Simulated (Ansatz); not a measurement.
# Sr: a single-point run

Wanted: a converged single-point run for Sr, and a check of what comes out. The structure is shown as the input types it.

Computed with Ansatz 0.2.0 (DFT, r2SCAN, PAW with Ansatz's default frozen-core files, scalar-relativistic, unless a step's input says otherwise).

1 further run of the same task is left out (for a known fault of the program).

### Step 1. Starting point

It takes space group P6_3/mmc (No. 194, hexagonal). Conventional cell: a = 4.272 Å, b = 4.272 Å, c = 6.997 Å, α = 90.00°, β = 90.00°, γ = 120.00°. Sr (site symmetry -6m2) has 12 Sr at 4.27 to 4.28 Å as nearest neighbours.

Structure file:

```xyz
2
Lattice="4.2723 0.0000 0.0000 -2.1362 3.6999 0.0000 0.0000 0.0000 6.9973" Properties=species:S:1:pos:R:3 pbc="T T T"
Sr    0.0000    2.4666    1.7493
Sr    2.1362    1.2333    5.2480
```

### Step 2. The calculation

The input, input.yaml:

```yaml
crystal:
  lattice:
    - [4.27233053, 0.0, 0.0]
    - [-2.136165265, 3.6999467724, 0.0]
    - [0.0, 0.0, 6.9972766793]
  atoms:
    - { symbol: Sr, position: [0.3333333333, 0.6666666667, 0.25] }
    - { symbol: Sr, position: [0.6666666667, 0.3333333333, 0.75] }
kpoints:
  mp_grid: { grid: [11, 11, 6] }
scf:
  occupations: { method: fermi_dirac, width: 0.05 }
  max_iter: 50
hamiltonian:
  xc: r2scan
  pseudopotentials: { kind: paw }
output:
  forces: true
  stress: true
  eigenvalues: true
  efg: { contact_densities: true }
basis:
  ecutwfc: "20 eV"
```

Launch:

```
$ ansatz run input.yaml --threads 1 --pin off --max-ram 2048MiB --backend cpu --events-out ev --progress --plain --runs-dir out
```

**Question.** How will this run end, and is anything wrong with its input?

The program finished normally, with warnings (cutoff below recommended, gradients without spin orbit). It gives a pressure of -406 GPa, which is large.

The suspect setting: basis.ecutwfc is 20 eV. The cutoff lies far under what these potentials need. The potentials' recommended cutoff is 500 eV.

Run again and compare: delete basis.ecutwfc (the default then holds).
